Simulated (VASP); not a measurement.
# Ge in VASP: one cell, several levels of theory, part 2 of 2

VASP 6.6.1, plane waves, PAW.

### 3 r2SCAN at this geometry

The input, INCAR:

```
ENCUT = 520.000000
SIGMA = 0.010000
EDIFF = 1.00e-07
ALGO = Normal
METAGGA = R2SCAN
PREC = Accurate
IBRION = -1
ISIF = 2
ISMEAR = 0
NBANDS = 21
NELM = 120
NSW = 0
LASPH = .TRUE.
LCHARG = .FALSE.
LWAVE = .FALSE.
LREAL = .FALSE.
```

The input, KPOINTS:

```
KPOINTS created by Atomic Simulation Environment
0
Gamma
8 8 8
0 0 0
```

The input, KPOINTS_OPT:

```
special points
7
Reciprocal
0.0000000000 0.0000000000 0.0000000000 1
0.5000000000 0.0000000000 0.5000000000 1
0.6250000000 0.2500000000 0.6250000000 1
0.3750000000 0.3750000000 0.7500000000 1
0.5000000000 0.5000000000 0.5000000000 1
0.5000000000 0.2500000000 0.7500000000 1
0.0000000000 0.4062500000 0.4062500000 1
```

The input, POSCAR:

```
Ge
 1.0000000000000000
     0.0000000000000000    2.7233985716000002    2.7233985716000002
     2.7233985716000002    0.0000000000000000    2.7233985716000002
     2.7233985716000002    2.7233985716000002    0.0000000000000000
 Ge
   2
Cartesian
  0.0000000000000000  0.0000000000000000  0.0000000000000000
  1.3616992857999999  1.3616992857999999  1.3616992857999999
```

Started as:

```
$ mpirun -np 1 vasp_std
```

Standard output, without the iteration lines:

```text
POSCAR found type information on POSCAR Ge
 POSCAR found :  1 types and       2 ions
 -----------------------------------------------------------------------------
|                                                                             |
|                                                                             |
|     You enforced a specific xc type in the INCAR file but a different       |
|     I HOPE YOU KNOW WHAT YOU ARE DOING!                                     |
|                                                                             |
 -----------------------------------------------------------------------------

 LDA part: xc-table for (None), standard interpolation
 POSCAR, INCAR and KPOINTS ok, starting setup
 FFT: planning ... GRIDC
 FFT: planning ... GRID_SOFT
 FFT: planning ... GRID
 WAVECAR not read
 entering main loop
 Start KPOINTS_OPT (optional k-point list driver)
k-point batch [1-7\7]
```

OSZICAR:

```text
N       E                     dE             d eps       ncg     rms          rms(c)
DAV:   1     0.169844459814E+03    0.16984E+03   -0.14738E+04  1385   0.388E+03
DAV:   2    -0.316525892210E+01   -0.17301E+03   -0.16689E+03  1218   0.638E+02
DAV:   3    -0.293911350974E+02   -0.26226E+02   -0.26057E+02  1373   0.144E+02
DAV:   4    -0.302157567889E+02   -0.82462E+00   -0.82407E+00  1418   0.301E+01
DAV:   5    -0.302293799000E+02   -0.13623E-01   -0.13623E-01  1348   0.420E+00    0.390E+00
DAV:   6    -0.275871610853E+02    0.26422E+01   -0.28278E-01  1303   0.884E+00    0.225E+00
DAV:   7    -0.275614624513E+02    0.25699E-01   -0.11879E-01  1595   0.470E+00    0.269E-01
DAV:   8    -0.275603344455E+02    0.11280E-02   -0.58494E-03  1631   0.134E+00    0.117E-01
DAV:   9    -0.275604204078E+02   -0.85962E-04   -0.87233E-03  1642   0.199E+00    0.759E-02
DAV:  10    -0.275601162037E+02    0.30420E-03   -0.64605E-04  1582   0.493E-01    0.327E-02
DAV:  11    -0.275600396447E+02    0.76559E-04   -0.32391E-04  1730   0.356E-01    0.613E-03
DAV:  12    -0.275600426327E+02   -0.29880E-05   -0.20084E-05  1524   0.585E-02    0.362E-03
DAV:  13    -0.275600454649E+02   -0.28323E-05   -0.63616E-07  1375   0.842E-03    0.166E-03
DAV:  14    -0.275600458293E+02   -0.36438E-06   -0.54962E-07  1255   0.152E-02    0.793E-04
DAV:  15    -0.275600454936E+02    0.33573E-06   -0.23631E-08   819   0.170E-03    0.196E-04
DAV:  16    -0.275600453570E+02    0.13654E-06   -0.41576E-09   664   0.828E-04    0.424E-05
DAV:  17    -0.275600453588E+02   -0.17599E-08   -0.11014E-09   644   0.496E-04
   1 F= -.27560045E+02 E0= -.27560045E+02  d E =-.195420E-86
       N       E                     dE             ncg
DAV:   1    -0.303103007466E+03   -0.76399E+04      322
DAV:   2    -0.148911425986E+04   -0.11860E+04      294
DAV:   3    -0.166051633078E+04   -0.17140E+03      324
DAV:   4    -0.166559898284E+04   -0.50827E+01      354
DAV:   5    -0.166568330134E+04   -0.84319E-01      339
DAV:   6    -0.166568577799E+04   -0.24766E-02      354
DAV:   7    -0.166568588759E+04   -0.10960E-03      347
DAV:   8    -0.166568589280E+04   -0.52127E-05      359
DAV:   9    -0.166568589310E+04   -0.29657E-06      299
DAV:  10    -0.166568589312E+04   -0.18139E-07      247
```

From OUTCAR:

```text
k-points           NKPTS =     29   k-points in BZ     NKDIM =     29   number of bands    NBANDS=     21

   NELECT =      28.0000    total number of electrons

   dimension x,y,z NGX =    30 NGY =   30 NGZ =   30
   dimension x,y,z NGXF=    60 NGYF=   60 NGZF=   60

  energy-cutoff  :      520.00
  volume of cell :       40.40
      direct lattice vectors                 reciprocal lattice vectors
     0.000000000  2.723398572  2.723398572    -0.183594133  0.183594133  0.183594133
     2.723398572  0.000000000  2.723398572     0.183594133 -0.183594133  0.183594133
     2.723398572  2.723398572  0.000000000     0.183594133  0.183594133 -0.183594133

 k-points in reciprocal lattice and weights: KPOINTS created by Atomic Simulation Env
   0.00000000  0.00000000  0.00000000       0.002
   0.12500000  0.00000000  0.00000000       0.016
   0.25000000  0.00000000  0.00000000       0.016
   0.37500000  0.00000000  0.00000000       0.016
   0.50000000  0.00000000  0.00000000       0.008
   0.12500000  0.12500000  0.00000000       0.012
   0.25000000  0.12500000  0.00000000       0.047
   0.37500000  0.12500000  0.00000000       0.047
[... 21 more k-points ...]

 E-fermi :   6.1366

 k-point     1 :       0.0000    0.0000    0.0000
  band No.  band energies     occupation
      1     -19.7026      2.00000
      2     -19.7026      2.00000
      3     -19.7025      2.00000
      4     -19.6535      2.00000
      5     -19.6535      2.00000
      6     -19.3637      2.00000
      7     -19.3637      2.00000
      8     -19.3636      2.00000
      9     -19.3289      2.00000
     10     -19.3289      2.00000
     11      -8.2688      2.00000
     12       5.9989      2.00000
     13       5.9990      2.00000
     14       5.9990      2.00000
     15       7.5455      0.00000
     16       8.7399      0.00000
     17       8.7400      0.00000
     18       8.7400      0.00000
     19      13.3884      0.00000
     20      16.2288      0.00000
     21      16.2288      0.00000

 k-point     2 :       0.1250    0.0000    0.0000
  band No.  band energies     occupation
      1     -19.7142      2.00000
      2     -19.7142      2.00000
      3     -19.6993      2.00000
      4     -19.6368      2.00000
      5     -19.6368      2.00000
      6     -19.3752      2.00000
      7     -19.3752      2.00000
      8     -19.3677      2.00000
      9     -19.3199      2.00000
     10     -19.3198      2.00000
     11      -8.0467      2.00000
     12       3.7111      2.00000
     13       5.5862      2.00000
     14       5.5863      2.00000
     15       7.8817      0.00000
     16       9.2813      0.00000
     17       9.2814      0.00000
     18      10.2657      0.00000
     19      14.3822      0.00000
     20      15.2206      0.00000
     21      15.2207      0.00000

 k-point     3 :       0.2500    0.0000    0.0000
  band No.  band energies     occupation
      1     -19.7279      2.00000
      2     -19.7279      2.00000
      3     -19.6912      2.00000
      4     -19.6124      2.00000
      5     -19.6124      2.00000
      6     -19.3908      2.00000
      7     -19.3908      2.00000
      8     -19.3778      2.00000
      9     -19.3087      2.00000
     10     -19.3087      2.00000
     11      -7.3987      2.00000
     12       0.9380      2.00000
     13       4.9313      2.00000
     14       4.9314      2.00000
     15       7.3686      0.00000
     16       9.9952      0.00000
     17       9.9952      0.00000
     18      12.8356      0.00000
     19      14.8637      0.00000
     20      14.9790      0.00000
     21      14.9790      0.00000

 k-point     4 :       0.3750    0.0000    0.0000
  band No.  band energies     occupation
      1     -19.7341      2.00000
      2     -19.7341      2.00000
      3     -19.6831      2.00000
      4     -19.5984      2.00000
      5     -19.5984      2.00000
      6     -19.3978      2.00000
      7     -19.3978      2.00000
      8     -19.3881      2.00000
      9     -19.3034      2.00000
     10     -19.3034      2.00000
     11      -6.4338      2.00000
     12      -1.3682      2.00000
     13       4.4740      2.00000
     14       4.4741      2.00000
     15       6.9796      0.00000
     16      10.0985      0.00000
     17      10.0986      0.00000
     18      13.9217      0.00000
     19      15.8090      0.00000
     20      16.4118      0.00000
     21      16.4118      0.00000

 k-point     5 :       0.5000    0.0000    0.0000
  band No.  band energies     occupation
      1     -19.7354      2.00000
      2     -19.7354      2.00000
      3     -19.6796      2.00000
      4     -19.5949      2.00000
      5     -19.5949      2.00000
      6     -19.3985      2.00000
      7     -19.3985      2.00000
      8     -19.3924      2.00000
      9     -19.3023      2.00000
     10     -19.3022      2.00000
     11      -5.7665      2.00000
     12      -2.4906      2.00000
     13       4.3157      2.00000
     14       4.3158      2.00000
     15       6.8447      0.00000
     16      10.0313      0.00000
     17      10.0313      0.00000
     18      13.7146      0.00000
     19      18.0481      0.00000
     20      18.5094      0.00000
     21      18.5095      0.00000

 k-point     6 :       0.1250    0.1250    0.0000
  band No.  band energies     occupation
      1     -19.7148      2.00000
      2     -19.7101      2.00000
      3     -19.7101      2.00000
      4     -19.6404      2.00000
      5     -19.6191      2.00000
      6     -19.4084      2.00000
      7     -19.3510      2.00000
      8     -19.3509      2.00000
      9     -19.3406      2.00000
     10     -19.3122      2.00000
     11      -7.9717      2.00000
     12       3.8696      2.00000
     13       4.9259      2.00000
     14       4.9259      2.00000
     15       8.0602      0.00000
     16       9.4114      0.00000
     17      10.1907      0.00000
     18      10.1907      0.00000
     19      13.9455      0.00000
     20      14.7132      0.00000
     21      16.5250      0.00000

[... the tables of k-points 7 to 29 left out ...]

  Total        2.9807125      2.9807125      2.9807125      0.0000000      0.0000000      0.0000000
  in kB      118.2134958    118.2134958    118.2134958      0.0000000      0.0000000      0.0000000
  external PRESSURE =     118.2134958 kB  Pullay stress =       0.0000000 kB

 POSITION                                       TOTAL-FORCE (eV/Angst)
 -----------------------------------------------------------------------------------
      0.00000      0.00000      0.00000         0.000000      0.000000      0.000000
      1.36170      1.36170      1.36170        -0.000000     -0.000000     -0.000000
 -----------------------------------------------------------------------------------
    total drift:                                0.000000      0.000000      0.000000

  FREE ENERGIE OF THE ION-ELECTRON SYSTEM (eV)
  ---------------------------------------------------
  free  energy   TOTEN  =       -27.5600453588 eV

  energy  without entropy=      -27.5600453588  energy(sigma->0) =      -27.56004536
```

It took 2.2 min on 1 MPI rank of Intel Xeon Platinum 8488C, shared host; peak memory 0.18 GiB.

The levels at the points of KPOINTS_OPT are read from vasprun.xml.

Band energies at the special points (eV, zero at the top of v, the last band that the electrons fill by count):

| point | v−1 | v | c | c+1 |
| --- | --- | --- | --- | --- |
| Γ | 0.00 | 0.00 | 1.55 | 2.74 |
| X | -3.67 | -3.67 | 0.81 | 0.81 |
| U | -5.16 | -3.15 | 1.30 | 4.64 |
| K | -5.16 | -3.15 | 1.30 | 4.64 |
| L | -1.68 | -1.68 | 0.85 | 4.03 |
| W | -4.66 | -4.66 | 5.14 | 5.14 |

Gap with r2SCAN: 0.60 eV, valence top at Γ, conduction bottom at (0.00, 0.41, 0.41). Least direct gap: 1.55 eV. Pressure: 11.82 GPa; the forces vanish within 0.01 eV/Å.

### 4 Summary

What follows sums up all 2 parts.

| level | gap (eV) | pressure (GPa) |
| --- | --- | --- |
| PBE | 0.39 | 14.73 |
| r2SCAN | 0.60 | 11.82 |

The gap runs from 0.39 eV (PBE) to 0.60 eV (r2SCAN). At this one volume the pressure spans 11.8 GPa (r2SCAN) to 14.7 GPa (PBE): PBE wants the largest cell and r2SCAN the smallest.
